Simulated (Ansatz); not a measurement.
α-phase Li3N, treated with r²SCAN0 in Ansatz (plane waves, PAW).

Numerical settings: plane-wave cutoff 520 eV, 9×9×8 k mesh (along the axes of the cell as run), Fermi–Dirac smearing 0.01 eV, scalar-relativistic PAW data made under PBE.

Cell (relaxed at this level):

```xyz
4
Lattice="1.7921 -3.1040 0.0000 1.7921 3.1040 0.0000 0.0000 0.0000 3.8386" Properties=species:S:1:pos:R:3 pbc="T T T"
Li     1.7921     1.0347     0.0000
Li     1.7921    -1.0347     0.0000
Li     0.0000     0.0000     1.9193
N      0.0000     0.0000     0.0000
```

Problem. Estimate the band gap and smallest direct gap on the k points sampled that the calculation returns.

Solution. 
* **band gap**: 3.00 eV (indirect)
* **smallest direct gap on the k points sampled**: 3.21 eV

Measured, for comparison: band gap 2.15 eV (4 K, zero-point motion not removed, indirect, optical absorption, E parallel c; as tabulated in Brendecke and Bludau (1979), doi:10.1063/1.326533). Computed (rounded) less measured: band gap +0.85 eV.

The result took very roughly 40 core-minutes.

Ansatz is a program for electronic structure.
